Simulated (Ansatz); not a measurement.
## Cr: equation of state with PBEsol

Cr:

```
Cr
1.0
     1.14705   -2.46703    0.00000
     1.14705    2.46703    0.00000
     0.00000    0.00000    4.06431
Cr
2
Cartesian
  1.1471 -1.8282 3.0482
  1.1471 1.8282 1.0161
```

This isn't the form of Cr at room conditions, which is bcc.

```yaml
Program: Ansatz 0.2.0
Task: equation of state
Functional: PBEsol
Potentials_or_basis: all-electron LAPW, scalar-relativistic
Basis_error_allowed: 0.001 eV/atom
k_mesh: 13 × 13 × 7
Occupations: fermi-dirac, width 0.05 eV
Spin: collinear spin, ferromagnetic start
Starting_moments: "[3.0, 3.0] μB"
```

```
Equilibrium volume                        : 11.42 Å³/atom
Bulk modulus at fixed shape and positions : 260 GPa
Pressure derivative of the bulk modulus   : 4.2
```

Energy against volume, from the lowest point:
```
volume (Å³/atom)  energy (meV/atom)
          10.811              28.33
          11.041              10.24
          11.271               1.10
          11.501               0.00
          11.731               6.15
          11.961              18.85
          12.191              37.43
```

All runs of the series together: 9.8 min on 2 threads of Arm Neoverse N1, with other jobs on the host.

Caveat: the cell was scaled at fixed shape and fractional positions, which overstates the stiffness of a crystal with free parameters, most of all of layers and chains; the starting moments weren't kept.
